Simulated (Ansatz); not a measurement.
# GaP, space group F-43m: a comparison of functionals at one structure

Computed with the Ansatz DFT code, driven from Python.

The script reads `gap.cif`:
```cif
data_GaP
_cell_length_a 3.854086
_cell_length_b 3.854086
_cell_length_c 3.854086
_cell_angle_alpha 60.00000
_cell_angle_beta 60.00000
_cell_angle_gamma 60.00000
_symmetry_space_group_name_H-M 'P 1'
_symmetry_Int_Tables_number 1
loop_
_symmetry_equiv_pos_as_xyz
'x, y, z'
loop_
_atom_site_label
_atom_site_type_symbol
_atom_site_fract_x
_atom_site_fract_y
_atom_site_fract_z
Ga1 Ga    0.000000    0.000000    0.000000
P2 P    0.250000    0.250000    0.250000
```

Interactive session:
```pycon
>>> import ansatz
>>> from ase.io import read
>>> OCCUPATIONS = "fixed"
>>> atoms = read("gap.cif")
>>> system = ansatz.Crystal.from_ase(atoms)
>>> len(system.resolved().sites)
2
>>> model = system.calculation().kpoints(6).occupations(OCCUPATIONS).basis(21 * ansatz.Ha).stress().band_table()
>>> rows = []
>>> for value in ["lda", "revpbe", "blyp", "r2scan", "pbesol"]:
...     data = model.functional(value).run(threads=1, backend="cpu").report
...     rows.append((value, data["free_energy_ev"] / len(data["lattice"]["sites"]), data["n_iterations"], sum(data["stress_gpa"][i][i] for i in range(3)) / 3, data["gap_by_band_count_ev"], data["n_kpoints"]))
...
>>> print("  functional   F/atom (eV)    iterations       P (GPa)  gap by band count (eV)      k-points")
  functional   F/atom (eV)    iterations       P (GPa)  gap by band count (eV)      k-points
>>> for row in rows:
...     print(f"{str(row[0]):>12s}  {row[1]:12.5f}  {row[2]:12d}  {row[3]:12.3f}  {row[4]:22.3f}  {row[5]:12d}")
...
         lda   -2216.87019             6        -2.739                   1.492            16
      revpbe   -2272.92087             6         4.070                   1.726            16
        blyp   -2276.70889             6         6.265                   1.663            16
      r2scan   -2275.23607             6         0.069                   1.905            16
      pbesol   -2242.02068             6        -0.533                   1.510            16
```

From lowest to highest: LDA (-2.7 GPa), PBEsol (-0.5 GPa), r2SCAN (0.1 GPa), revPBE (4.1 GPa) and BLYP (6.3 GPa). At a fixed cell a lower pressure usually means a smaller equilibrium volume, so LDA prefers the smallest cell and BLYP the largest. Gaps by band count in the reports: LDA 1.49 eV, revPBE 1.73 eV, BLYP 1.66 eV, r2SCAN 1.90 eV and PBEsol 1.51 eV (Kohn-Sham values on this mesh, as a rule under measured gaps).

Caveats:
- Semilocal gaps usually lie well under measured ones.
- Pressure is positive in compression.
- The structure is a deposited one; some such entries were measured under pressure or heat, so a shift against it needn't be the functional's error alone.
- Gaps and levels are Kohn-Sham values on a finite set of k-points, without spin-orbit coupling.
- Total energies of different functionals can't be compared; pressures, moments and gaps at this one structure can.
- It ran for 8 s on 1 thread of AMD EPYC 7B13 (Zen 3) (shared host), peak memory 0.59 GiB.
